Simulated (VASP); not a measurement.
**Li: single point with PBE**

Li:

```
Li
1.0
    -1.71705    1.71705    1.71705
     1.71705   -1.71705    1.71705
     1.71705    1.71705   -1.71705
Li
1
Direct
  0.00000 0.00000 0.00000
```

* Program: VASP 6.6.1
* Task: single point
* Functional: PBE
* Potentials or basis: VASP PAW PBE potentials, release 64 (Li_sv)
* Cutoff: 520 eV
* k mesh: 18 × 18 × 18
* Occupations: gaussian, width 0.1 eV
* Spin: no spin polarisation

| Item | Value |
| --- | --- |
| Band gap on the k mesh | none (metal or under the smearing width) |

Levels at points of the mesh, in eV from the Fermi level:
```csv
k point,band 1,band 2,band 3,band 4,band 5,band 6
"(0.00, 0.00, 0.00)",-46.53,-3.57,14.61,14.61,14.61,19.38
"(0.50, 0.00, 0.00)",-46.51,0.24,3.25,10.36,11.84,13.63
"(0.50, 0.50, 0.50)",-46.50,5.52,5.52,5.52,7.77,7.77
```

Wall time 6.7 s on 1 thread of Intel(R) Xeon(R) 6975P-C (Granite Rapids) (shared host), peak memory 0.14 GiB.
